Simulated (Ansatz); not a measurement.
**Si₂C and its competing phases**

Theory: Ansatz, DFT PBE, scalar-relativistic, plane waves, PAW. Settings: cutoff 420 eV, Γ-centred meshes spaced at most about 0.3 Å⁻¹, and about 0.25 Å⁻¹ or finer for metals (2π included), Gaussian smearing. No spin polarisation.

Formation energies are uncorrected and refer to the elements' standard structures at the same level.

Temperature and zero-point effects are left out. The reference form of C is held partly by dispersion forces, which this level lacks.

The competitors are the elements and 2 reference phases of this chemical system (from databases or known types: Si7C, SiC), relaxed at the same level; other known phases may be missing.

The candidate was reached from: Si and C ordered on hcp sites.

```yaml
crystal:
  lattice:
    - [3.01309, 0.00000, 0.00000]
    - [-1.50654, 2.60941, 0.00000]
    - [0.00000, 0.00000, 9.88648]
  atoms:
    - { symbol: Si, position: [0.33333, 0.66667, 0.74101] }
    - { symbol: Si, position: [0.33333, 0.66667, 0.25899] }
    - { symbol: Si, position: [0.33333, 0.66667, 0.50000] }
    - { symbol: Si, position: [0.66667, 0.33333, 0.00000] }
    - { symbol: C, position: [0.66667, 0.33333, 0.19637] }
    - { symbol: C, position: [0.66667, 0.33333, 0.80363] }
```

Task: Into what would it decompose?

Result: Its formation energy is 0.243 eV/atom. The lowest competing mixture at this composition is this:

```json
{"phase": "Si", "space group": "-", "source": "element", "share of atoms": "0.3333", "ΔE_f (eV/atom)": "-0.0007"}
{"phase": "SiC", "space group": "P6_3mc (No. 186)", "source": "Materials Project", "share of atoms": "0.6667", "ΔE_f (eV/atom)": "-0.204"}
```

The lowest database cell of Si (-0.0007) lies slightly below the reference, hence the non-zero entry.

The mixture lies at -0.136 eV/atom, and the candidate lies 0.38 eV/atom above it. The candidate matches no cell in the subsets of the Crystallography Open Database and the Materials Project at hand. A phase this far over the hull is unlikely to be made. It holds Si–Si units of three or more atoms (shortest 2.38 Å).
